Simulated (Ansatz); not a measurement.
# 7 guesses for B and where they end

Level of theory: Ansatz 0.2.0, DFT PBE, scalar-relativistic, plane waves, PAW. Settings: cutoff 420 eV, Γ-centred meshes spaced at most about 0.3 Å⁻¹, and about 0.25 Å⁻¹ or finer for metals (2π included), Gaussian smearing. No spin polarisation in the final relaxations.

Each guess was relaxed in cell and atoms at zero pressure, within the symmetry of its start. Temperature and zero-point effects are left out. Coordination counts all near atoms (those within 1.25 times the shortest such distance or 1.15 times the sum of covalent radii; a plus sign parts nearer from farther groups; a slash parts the counts of unlike sites).

| guess | made from | start group | V start (Å³/atom) | end group | V end (Å³/atom) | coordination at the end | gap on mesh (eV) | E over the lowest end (meV/atom) |
| --- | --- | --- | --- | --- | --- | --- | --- | --- |
| 1 | 3-, 4-connected net of one element | Cmmm | 8.3 | ? | ? | ? | ? | ? |
| 2 | 5-connected net of one element | Cmmm | 6.0 | Cmmm | 9.1 | B 4/5 | 0 | 280 |
| 3 | 5-connected net of one element | P4_3 | 7.2 | P4_3 | 7.9 | B 6 | 0 | 0 |
| 4 | 4-connected net of one element | P-6m2 | 7.3 | P-6m2 | 7.7 | B 1+3/5/7 | 0 | 200 |
| 5 | 3-connected net of one element | P4_322 | 13.0 | P4_322 | 9.1 | B 5 | 0 | 187 |
| 6 | 4-connected net of one element | P6_522 | 6.5 | P6_522 | 8.0 | B 5 | 0 | 151 |
| 7 | 4-connected net of one element | P4_322 | 8.1 | P4_322 | 8.2 | B 4 | 0 | 322 |

Guess 1 as it starts:

```cif
data_structure
_symmetry_space_group_name_H-M 'Cmmm'
_symmetry_Int_Tables_number 65
_cell_length_a 2.7045
_cell_length_b 6.4550
_cell_length_c 3.8197
_cell_angle_alpha 90.000
_cell_angle_beta 90.000
_cell_angle_gamma 90.000
_cell_volume 66.68
loop_
_atom_site_label
_atom_site_type_symbol
_atom_site_symmetry_multiplicity
_atom_site_Wyckoff_symbol
_atom_site_fract_x
_atom_site_fract_y
_atom_site_fract_z
_atom_site_occupancy
B1 B 4 l 0.50000 0.00000 0.78960 1
B2 B 4 j 0.50000 0.18270 0.50000 1
```

**Question.** Predict the end of this guess and its energy over the lowest end.

**Answer.** It ends in space group Cmmm (No. 65), with a = 2.347 Å, b = 8.613 Å, c = 3.274 Å, 8.3 Å³/atom and no gap. It lies 0.34 eV/atom over the lowest end, above guess 7 and so the highest of the set. Counting all near atoms, this end has B 4 and the lowest (guess 3) has B 6.

Space group Cmmm (No. 65). a = 2.347 Å, b = 8.613 Å, c = 3.274 Å, α = 90.00°, β = 90.00°, γ = 90.00°
```tsv
atom	site	symmetry	x	y	z
B	4l	mm2	0.5000	0.0000	0.7511
B	4j	m2m	0.0000	0.6798	0.5000
```

For metals, differences of a few meV/atom aren't resolved. No dispersion correction is applied, so the spacing and binding between layers, chains or molecules are poorly described (Cmmm at 9.1 Å³/atom), and this can change margins and order among such cells. The zero gap of P4_322 at 8.2 Å³/atom may come from the functional, which often closes small gaps, or the cell may be a true semimetal. Cells relaxed within their symmetry can be saddle points. The part of the Crystallography Open Database at hand lists B in space groups No. 58, 134, 166; no cell shown has one of them. Some types were kept out of the candidates beforehand, so the set may lack a known form.
